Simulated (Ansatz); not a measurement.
## Is this Cs structure stable?

The cell was found from a structure generator's guess, not taken from experiment.

Computed with DFT PBE, scalar-relativistic, plane waves, PAW (Ansatz). Plane waves to 420 eV, a 10×10×4 mesh through Γ for the 3-atom cell and 0.10 eV Gaussian smearing; no spin polarisation.

```yaml
crystal:
  lattice:
    - [5.22726, 0.00000, 0.00000]
    - [0.00000, 5.22726, 0.00000]
    - [0.00000, 0.00000, 13.35995]
  atoms:
    - { symbol: Cs, position: [0.00000, 0.00000, 0.31128] }
    - { symbol: Cs, position: [0.00000, 0.00000, 0.68872] }
    - { symbol: Cs, position: [0.50000, 0.50000, 0.00000] }
```

Energies count from the standard state of Cs at the same level.

**Question.** These tests were run: phonons at Γ; elastic tensor. What do they show?

**Answer.**

```json
{"test": "phonons at Γ", "result": "lowest optical mode ≈0 cm⁻¹"}
{"test": "elastic tensor", "result": "least eigenvalue -12 GPa"}
```

It fails none of these tests outright. Other phases of the system weren't compared here, so this isn't yet thermodynamic stability. Phonons away from Γ weren't computed. Undecided: phonons at Γ (too near zero for this accuracy) and elastic tensor (its constants aren't firm against mesh and strain step).

The k mesh leaves some 4 meV/atom of noise in the energy of each metallic cell. The run for the phonons used a 10×10×4 k mesh and Fermi–Dirac smearing of 0.15 eV. The run for the elastic tensor used a 10×10×4 k mesh and Fermi–Dirac smearing of 0.15 eV.
